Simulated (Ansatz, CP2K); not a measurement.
The equilibrium volume of W, sorted by core time

It takes space group Im-3m (No. 229, cubic). The conventional cell has a = 3.165 Å, b = 3.165 Å, c = 3.165 Å, α = 90.00°, β = 90.00°, γ = 90.00°. W (site symmetry m-3m) has 8 W at 2.74 Å as nearest neighbours.

```tsv
rung	level	program and potentials	cutoff (eV)	k mesh	smearing	task	core time	chip	equilibrium volume (Å³/atom)	miss	notes
LDA	LDA	Ansatz, Ansatz PAW	420	12 × 12 × 12	fermi-dirac 0.05	relaxation of cell and atoms	4.2 s	Arm Neoverse V2	15.40	-2.5 %	potentials made for PBE, which Ansatz adapts in part
GGA	revPBE	Ansatz, Ansatz PAW	420	12 × 12 × 12	fermi-dirac 0.05	relaxation of cell and atoms	4.5 s	Arm Neoverse V2	16.29	+3.1 %	potentials made for PBE, which Ansatz adapts in part
GGA	BLYP	Ansatz, Ansatz PAW	420	12 × 12 × 12	fermi-dirac 0.05	relaxation of cell and atoms	4.6 s	Arm Neoverse V2	16.68	+5.6 %	potentials made for PBE, which Ansatz adapts in part
GGA	PBE	Ansatz, Ansatz PAW	420	12 × 12 × 12	fermi-dirac 0.05	equation of state	5.9 s	Arm Neoverse V2	16.15	+2.2 %	-
GGA + dispersion	PBEsol+D4	Ansatz, Ansatz PAW	420	12 × 12 × 12	fermi-dirac 0.05	relaxation of cell and atoms	6.7 s	Arm Neoverse V1	(a)	?	potentials made for PBE, which Ansatz adapts in part
GGA + dispersion	PBEsol+D3(BJ)+ATM	Ansatz, Ansatz PAW	420	12 × 12 × 12	fermi-dirac 0.05	relaxation of cell and atoms	6.8 s	Arm Neoverse V1	15.40	-2.5 %	potentials made for PBE, which Ansatz adapts in part
meta-GGA + dispersion	r2SCAN+D4	Ansatz, Ansatz PAW	500	12 × 12 × 12	fermi-dirac 0.05	relaxation of cell and atoms	11 s	Arm Neoverse V1	15.83	+0.2 %	potentials made for PBE, which Ansatz adapts in part
meta-GGA	r2SCAN	Ansatz, Ansatz PAW	500	12 × 12 × 12	fermi-dirac 0.05	equation of state	13 s	Arm Neoverse V2	15.92	+0.8 %	potentials made for PBE, which Ansatz adapts in part
GGA	WC	CP2K, POTENTIAL_UZH W GTH-PBE-q14; TZVP-MOLOPT-PBE-GTH basis	-	9 × 9 × 9	fermi-dirac 0.05	relaxation of cell and atoms	4 min	Arm Neoverse V1	15.74	-0.4 %	atomic basis; potentials made for PBE
```

Times are single runs on shared hosts and different chips, so they are rough; meshes, cutoffs and the tasks' sizes weigh on the time. All rows: no spin polarisation. Smearing widths are in eV. For a metal such meshes aren't converged. Meshes differ between rows, which moves values too. Meshes are those of the run's cell of 1 atom unless a note names another. Relaxations start from the cell shown or near it and stop with a little pressure left. Misses use the values as printed. Runs on faulty files, with rough fits or with known faults for this quantity aren't shown. No row holds spin-orbit coupling.

Measured: 15.8 Å³/atom (arxiv:2311.02034). The runs are for a static lattice.

Task: Estimate the value left out from the other rows.

Result: (a) 15.50 Å³/atom, miss -1.9 %.
